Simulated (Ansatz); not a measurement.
input.yaml for Sr (Ansatz 0.2.0)

```yaml
crystal:
  lattice:
    - [-2.425, 2.425, 2.425]
    - [2.425, -2.425, 2.425]
    - [2.425, 2.425, -2.425]
  atoms:
    - { symbol: Sr, position: [0.0, 0.0, 0.0] }
basis:
  ecutwfc: 420
kpoints:
  mp_grid: { grid: [4, 4, 4] }
hamiltonian:
  xc: pbesol
scf:
  occupations: { method: gaussian, width: 0.1 }
  mixing: { beta: 0.11 }
  initial_density: { chi_scale: 0, normalization: atom }
  max_iter: 100
output:
  forces: true
  stress: true
  eigenvalues: true
```

Command:

```bash
ansatz run input.yaml --threads 1 --pin off --max-ram 1331MiB --backend cpu --events-out ev --progress --plain --runs-dir out
```

From the log (HF is the Harris–Foulkes energy, dr2 the density residual in eV):

```text
Pseudopotential: Sr, paw, valence charge 10, recommended cutoff 420 eV (normal)
Crystal: 1 atom, lattice volume = 57.042 Å³
Basis set: ecut = 420 eV, 1061 PW (Γ), exchange–correlation on 60×60×60 points (8 copies of the dense FFT grid, shifted against one another)
Bands: 9, of which v1, the nominal top of the filled ones, is band 5 counted from 1 (4 counted from 0)
Symmetry: 48 space group operations
Space group: Im-3m (ITA 229), of the structure as read, at distance tolerance 3.8e-5 Å
k-points: 8 of 64
PAW frozen core: Sr, regenerated for the run's functional, and the local potential with it (the file was generated under x = pbe(κ = 0.804, μ = 0.2195), c = pbe(β = 0.0667))
Initial density: superposition of atomic densities
SCF iter   1: HF=-3492.183470 eV  Δρ=4.60e-3  dr2=1.17e-2
SCF iter   2: HF=-3492.185001 eV  Δρ=4.13e-3  dr2=9.16e-3
SCF iter   3: HF=-3492.189516 eV  Δρ=8.12e-4  dr2=3.66e-4
SCF iter   4: HF=-3492.189482 eV  Δρ=4.11e-4  dr2=4.49e-5
SCF iter   5: HF=-3492.189476 eV  Δρ=4.86e-5  dr2=4.83e-7
SCF iter   6: F=-3492.189476 eV  HF=-3492.189476 eV  Δρ=3.83e-6  dr2=1.93e-9
SCF 1 converged in 6 iterations: F = -3492.189476 eV  dr2 = 1.93e-9
SCF converged after 6 iterations
Free energy (F): -3492.189476 eV
E sigma→0 (E₀):  -3492.183857 eV
Entropy (-TS):   -0.011238 eV (-11.238 meV/atom)
Fermi energy:    4.700022 eV
--- Forces (eV/Å), atoms counted from 1 ---
  atom   1  Sr     0.00000000    -0.00000000    -0.00000000
--- Stress (GPa, compression-positive) ---
       -1.340583       0.000000       0.000000
       -0.000000      -1.340583       0.000000
       -0.000000       0.000000      -1.340583
  P = ⅓ Tr σ = -1.3406 GPa (-13.406 kbar)
```

The inputs are trials, many of them unsound on purpose. Their numbers show the effect of the settings and aren't properties of the material.